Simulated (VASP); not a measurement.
# Pt (Fm-3m) in VASP: single point with LDA

Aim: the single point of Pt with LDA.

Everything below comes from runs of VASP 6.6.1. Logs are shortened: lines on timing, memory, paths and dates and some standing lists are left out, and cuts for length are marked.

**1. Starting point**

It takes space group Fm-3m (No. 225, cubic). Conventional cell: a = 3.897 Å, b = 3.897 Å, c = 3.897 Å, α = 90.00°, β = 90.00°, γ = 90.00°. Around Pt (site symmetry m-3m) lie 12 Pt at 2.76 Å.

**2. Single point, LDA**

The input, INCAR:

```
ALGO     = Normal         # electronic algorithm
EDIFF    = 1E-6           # SCF threshold, eV
ENCUT    = 520            # plane-wave cutoff, eV
ICORELEVEL= 1            
ISIF     = 2              # what is computed and relaxed
ISMEAR   = 1              # smearing method
LASPH    = T              # aspherical terms in the spheres
LCHARG   = F              # write CHGCAR
LREAL    = F              # projectors in reciprocal space
LWAVE    = F              # write WAVECAR
NBANDS   = 11             # bands
NELM     = 80             # most SCF steps
PREC     = Accurate       # precision mode
SIGMA    = 0.1            # smearing width, eV
```

The input, KPOINTS:

```
k-points
0
Gamma
  14 10 39
```

The input, POSCAR:

```
Pt
1.0
    2.7554452200      0.0000000000      0.0000000000
    0.0000000000      3.8967880000      0.0000000000
    1.3777226100      1.9483940000      1.3777226100
Pt
1
Direct
    0.0000000000      0.0000000000      0.0000000000
```

Potentials or basis: VASP PAW LDA potentials, release 64 (Pt).

Command:

```console
cat potpaw_LDA.64/Pt/POTCAR > POTCAR
mpirun -np 1 vasp_std > vasp.out
```

OUTCAR:

```text
EDIFF = 1E-6
   ENCUT = 520
   ISIF = 2
   ISMEAR = 1
   LASPH = T
   LREAL = F
   NELM = 80
   PREC = Accurate

 ion  position               nearest neighbor table
   1  0.000  0.000  0.000-

  LATTYP: Found a face centered cubic cell.
 ALAT       =     3.8967880003

  Lattice vectors:

 A1 = (   1.3777226100,  -1.9483940000,  -1.3777226100)
 A2 = (   2.7554452200,   0.0000000000,   0.0000000000)
 A3 = (   1.3777226100,  -1.9483940000,   1.3777226100)

Analysis of symmetry for initial positions (statically):
=====================================================================
 Subroutine PRICEL returns:
 Original cell was already a primitive cell.

 Routine SETGRP: Setting up the symmetry group for a
 face centered cubic supercell.

 Subroutine GETGRP returns: Found 48 space group operations
 (whereof 48 operations were pure point group operations)
 out of a pool of 48 trial point group operations.

The static configuration has the point symmetry O_h .

Analysis of symmetry for dynamics (positions and initial velocities):
=====================================================================
 Subroutine PRICEL returns:
 Original cell was already a primitive cell.

 Routine SETGRP: Setting up the symmetry group for a
 face centered cubic supercell.

 Subroutine GETGRP returns: Found 48 space group operations
 (whereof 48 operations were pure point group operations)
 out of a pool of 48 trial point group operations.

The dynamic configuration has the point symmetry O_h .

 Subroutine INISYM returns: Found 48 space group operations
 (whereof 48 operations are pure point group operations),
 and found     1 'primitive' translations

----------------------------------------------------------------------------------------

                                     Primitive cell

  volume of cell :      14.7931

  direct lattice vectors                    reciprocal lattice vectors
     2.755445220  0.000000000  0.000000000     0.362917757  0.000000000 -0.362917757
     0.000000000  3.896788000  0.000000000     0.000000000  0.256621607 -0.362917757
     1.377722610  1.948394000  1.377722610     0.000000000  0.000000000  0.725835515

  length of vectors
     2.755445220  3.896788000  2.755445220     0.513243215  0.444481662  0.725835515

  position of ions in fractional coordinates (direct lattice)
     0.000000000  0.000000000  0.000000000

  ion indices of the primitive-cell ions
   primitive index   ion index
                 1           1

----------------------------------------------------------------------------------------

 KPOINTS: k-points

Automatic generation of k-mesh.
 Grid dimensions read from file:
 generate k-points for:   14   10   39

 Generating k-lattice:

  Cartesian coordinates                     Fractional coordinates (reciprocal lattice)
     0.025922697  0.000000000 -0.025922697     0.071428571  0.000000000  0.000000000
     0.000000000  0.025662161 -0.036291776     0.000000000  0.100000000  0.000000000
     0.000000000  0.000000000  0.018611167     0.000000000  0.000000000  0.025641026

  Length of vectors
     0.036660230  0.044448166  0.018611167

  Shift w.r.t. Gamma in fractional coordinates (k-lattice)
     0.000000000  0.000000000  0.000000000

 -----------------------------------------------------------------------------
|                                                                             |
|           W    W    AA    RRRRR   N    N  II  N    N   GGGG   !!!           |
|           W    W   A  A   R    R  NN   N  II  NN   N  G    G  !!!           |
|           W    W  A    A  R    R  N N  N  II  N N  N  G       !!!           |
|           W WW W  AAAAAA  RRRRR   N  N N  II  N  N N  G  GGG   !            |
|           WW  WW  A    A  R   R   N   NN  II  N   NN  G    G                |
|           W    W  A    A  R    R  N    N  II  N    N   GGGG   !!!           |
|                                                                             |
|     Your reciprocal lattice and k-lattice belong to different lattice       |
|     classes:                                                                |
|                                                                             |
|        The reciprocal lattice is body-centered cubic,                       |
|        whereas your k-lattice is triclinic.                                 |
|                                                                             |
|     Results are often still useful ...                                      |
|                                                                             |
 -----------------------------------------------------------------------------

 WARNING: IBZKPT: internal override: KBLOWUP is changed to .FALSE.
      ... skipping the blow-up phase ...

 Subroutine IBZKPT returns following result:
 ===========================================

 Found   2728 irreducible k-points:

 Following reciprocal coordinates:
            Coordinates               Weight
  0.000000  0.000000  0.000000      1.000000
  0.071429  0.000000  0.000000      2.000000
  0.142857  0.000000  0.000000      2.000000
  0.214286  0.000000  0.000000      2.000000
  0.285714  0.000000  0.000000      2.000000
  0.357143  0.000000  0.000000      2.000000
[... 16 lines left out ...]
  0.000000  0.200000  0.000000      2.000000
  0.071429  0.200000  0.000000      2.000000
 [... further k-points ...]
   k-points           NKPTS =   2728   k-points in BZ     NKDIM =   2728   number of bands    NBANDS=     11
   number of dos      NEDOS =    301   number of ions     NIONS =      1
   total plane-waves  NPLWV =  12000
   dimension x,y,z NGX =    20 NGY =   30 NGZ =   20
   dimension x,y,z NGXF=    40 NGYF=   60 NGZF=   40
   ions per type =               1
   NGX,Y,Z   is equivalent  to a cutoff of  12.07, 12.80, 12.07 a.u.
   NGXF,Y,Z  is equivalent  to a cutoff of  24.13, 25.60, 24.13 a.u.
 SYSTEM =  unknown system
   PREC   = accura    normal or accurate (medium, high low for compatibility)
   ISTART =      0    job   : 0-new  1-cont  2-samecut
   ICHARG =      2    charge: 1-file 2-atom 10-const
   ISPIN  =      1    spin polarized calculation?
   LNONCOLLINEAR =      F non collinear calculations
   LSORBIT =      F    spin-orbit coupling
   LASPH  =      T    aspherical Exc in radial PAW
   ENCUT  =  520.0 eV  38.22 Ry    6.18 a.u.   5.12  7.25  5.12*2*pi/ulx,y,z
   NELM   =     80;   NELMIN=  2; NELMDL= -5     # of ELM steps
   EDIFF  = 0.1E-05   stopping-criterion for ELM
   LREAL  =      F    real-space projection
   EDIFFG = 0.1E-04   stopping-criterion for IOM
   NSW    =      0    number of steps for IOM
   IBRION =     -1    ionic relax: 0-MD 1-quasi-New 2-CG
   NFREE  =      0    steps in history (QN), initial steepest desc. (CG)
   ISIF   =      2    stress and relaxation
   ISYM   =      2    0-nonsym 1-usesym 2-fastsym
   POTIM  = 0.5000    time-step for ionic-motion
   TEBEG  =    0.0;   TEEND  =   0.0 temperature during run
   PSTRESS=    0.0 pullay stress
   NELECT =      10.0000    total number of electrons
   NUPDOWN=      -1.0000    fix difference up-down
   EMIN   =  10.00;   EMAX   =-10.00  energy-range for DOS
   EFERMI =   0.00;   METHOD = LEGACY
   ISMEAR =     1;   SIGMA  =   0.10  broadening in eV -4-tet -1-fermi 0-gaus
   EFERMI_NEDOS =   21; number of points for ismear=-14 and -15
   IALGO  =     38    algorithm
   IMIX   =      4    mixing-type and parameters
     AMIX     =   0.40;   BMIX     =  1.00
     AMIX_MAG =   1.60;   BMIX_MAG =  1.00
  volume/ion in A,a.u.               =      14.79        99.83
  Fermi-wavevector in a.u.,A,eV,Ry     =   1.436773  2.715107 28.086719  2.064316
  Thomas-Fermi vector in A             =   2.555924
   LORBIT       =      0    0 simple, 1 ext, 2 COOP (PROOUT), +10 PAW based schemes
   GGA     = CA    functional components
   LHFCALC =     F    Hartree Fock is set to
   AEXX    =    0.0000 exact exchange contribution
   IVDW    =     0    specifies the selected vdW correction
   LEPSILON=     F    determine dielectric tensor
   LRPA    =     F    only Hartree local field effects (RPA)
 non-spin polarized calculation
 Methfessel and Paxton  Order N= 1 SIGMA  =   0.10
  energy-cutoff  :      520.00
  volume of cell :       14.79
 maximum number of plane-waves:       412
   NGX = 11   NGY = 15   NGZ = 11

 number of electron      10.0000000 magnetization

 number of electron       9.9999999 magnetization

 Free energy of the ion-electron system (eV)
  ---------------------------------------------------
  ext. energy  EPLUGINS =         0.00000000
  ---------------------------------------------------
  free energy    TOTEN  =        -7.50693640 eV

  energy without entropy =       -7.50701947  energy(sigma->0) =       -7.50696409

 the core state eigenenergies are
   1-  1s -77834.3982  2s -13675.1019  2p -11867.6002  3s  -3202.6532  3p  -2675.2944
       3d  -2101.7658  4s   -675.9005  4p   -502.5722  4d   -291.5863  4f    -56.1394
       5s    -86.7434  5p    -41.1161

 E-fermi :  11.5078     XC(G=0): -13.7995

 val. band max:       11.5078491486   @ k =   0.4286  -0.1000   0.3077
 cond. band min:      11.5078563019   @ k =   0.2857  -0.3000   0.0769
 fundamental gap:      0.0000071533
 Fermi energy:        11.5078492060

 k-point     1 :       0.0000    0.0000    0.0000
  band No.  band energies     occupation
      1       1.0549      2.00000
      2       7.5785      2.00000
      3       7.5785      2.00000
      4       7.5785      2.00000
      5       9.8416      2.00000
      6       9.8416      2.00000
      7      26.0832      0.00000
      8      31.1146      0.00000
      9      31.1146      0.00000
     10      31.1146      0.00000
     11      36.6386      0.00000

 k-point     2 :       0.0714    0.0000    0.0000
  band No.  band energies     occupation
      1       1.3341      2.00000
      2       7.3917      2.00000
      3       7.7250      2.00000
      4       7.7250      2.00000
      5       9.6324      2.00000
      6       9.9167      2.00000
      7      26.5307      0.00000
      8      30.4135      0.00000
      9      31.1817      0.00000
     10      31.1817      0.00000
     11      38.2669      0.00000

 k-point     3 :       0.1429    0.0000    0.0000
  band No.  band energies     occupation
      1       2.1328      2.00000
      2       6.9014      2.00000
      3       8.1583      2.00000
      4       8.1583      2.00000
      5       9.0935      2.00000
      6      10.1315      2.00000
      7      27.7778      0.00000
      8      29.5280      0.00000
      9      31.0567      0.00000
     10      31.0567      0.00000
     11      39.0296      0.00000

 k-point     4 :       0.2143    0.0000    0.0000
  band No.  band energies     occupation
      1       3.2843      2.00000
      2       6.2627      2.00000
      3       8.5200      2.00000
      4       8.8558      2.00000
      5       8.8558      2.00000
      6      10.4543      2.00000
      7      29.1870      0.00000
      8      29.5845      0.00000
      9      29.8587      0.00000
     10      29.8587      0.00000
     11      34.9661      0.00000
[... 239 lines left out ...]
 k-point    22 :      -0.0714    0.1000    0.0000
  band No.  band energies     occupation
      1       1.3519      2.00000
      2       7.4373      2.00000
      3       7.6880      2.00000
      4       7.7141      2.00000
      5       9.7180      2.00000
      6       9.8359      2.00000
      7      26.5496      0.00000
      8      29.8380      0.00000
      9      31.3348      0.00000
     10      31.7190      0.00000
     11      38.1057      0.00000

 k-point    23 :       0.0000    0.2000    0.0000
  band No.  band energies     occupation
      1       2.5253      2.00000
      2       7.1480      2.00000
      3       7.9752      2.00000
      4       7.9752      2.00000
      5       9.7863      2.00000
      6       9.7863      2.00000
      7      26.4927      0.00000
      8      27.8870      0.00000
      9      33.4496      0.00000
     10      33.4496      0.00000
     11      35.7274      0.00000

 k-point    24 :       0.0714    0.2000    0.0000
  band No.  band energies     occupation
      1       3.2774      2.00000
      2       6.9862      2.00000
      3       7.9704      2.00000
      4       8.1205      2.00000
      5       9.7443      2.00000
      6      10.3825      2.00000
      7      25.1438      0.00000
      8      28.1934      0.00000
      9      32.4410      0.00000
     10      33.6278      0.00000
     11      35.8707      0.00000

 [... further k-points ...]

------------------------ aborting loop because EDIFF is reached ----------------------------------------

  FORCE on cell =-STRESS in cart. coord.  units (eV):
  Direction    XX          YY          ZZ          XY          YZ          ZX
  --------------------------------------------------------------------------------------
  -------------------------------------------------------------------------------------
  Total       -0.0086923     -0.0086923     -0.0086923     -0.0000000     -0.0000000     -0.0000000
  in kB       -0.9414227     -0.9414227     -0.9414227     -0.0000000     -0.0000000     -0.0000000
  external PRESSURE =      -0.9414227 kB  Pullay stress =       0.0000000 kB

 VOLUME and BASIS-vectors are now :
 -----------------------------------------------------------------------------
  energy-cutoff  :      520.00
  volume of cell :       14.79
      direct lattice vectors                 reciprocal lattice vectors
     2.755445220  0.000000000  0.000000000     0.362917757  0.000000000 -0.362917757
     0.000000000  3.896788000  0.000000000     0.000000000  0.256621607 -0.362917757
     1.377722610  1.948394000  1.377722610     0.000000000  0.000000000  0.725835515

 POSITION                                       TOTAL-FORCE (eV/Angst)
 -----------------------------------------------------------------------------------
      0.00000      0.00000      0.00000         0.000000      0.000000      0.000000
 -----------------------------------------------------------------------------------
    total drift:                               -0.000000     -0.000000     -0.000000

  FREE ENERGIE OF THE ION-ELECTRON SYSTEM (eV)
  ---------------------------------------------------
  free  energy   TOTEN  =        -7.5069364049 eV

  energy  without entropy=       -7.5070194651  energy(sigma->0) =       -7.50696409
```

It took 4.8 min on 1 thread of AMD EPYC 7R13 (Zen 3), shared host; peak memory 0.49 GiB.

Results:

- Free energy: -7.5069 eV
- Pressure: -0.1 GPa
- Band gap on the k mesh: none (metal or under the smearing width)

Levels at points of the mesh, in eV from the Fermi level:
```
           k point  band 2  band 3  band 4  band 5  band 6  band 7  band 8  band 9
(0.00, 0.00, 0.00)   -3.93   -3.93   -3.93   -1.67   -1.67   14.58   19.61   19.61
(0.50, 0.00, 0.00)   -6.85    0.04    0.52    0.52    1.74    9.09   11.41   11.41
(0.00, 0.50, 0.00)   -3.98   -3.98   -0.55    0.06    0.06    5.99   14.15   19.04
```

Core levels (eV, on the scale of the bands):
| atom | levels |
| --- | --- |
| 1 Pt | 1s -77834.4, 2s -13675.1, 2p -11867.6, 3s -3202.7, 3p -2675.3, 3d -2101.8, 4s -675.9, 4p -502.6, 4d -291.6, 4f -56.1, 5s -86.7, 5p -41.1 |

The run has no spin-orbit coupling, so splittings on Pt are missing.
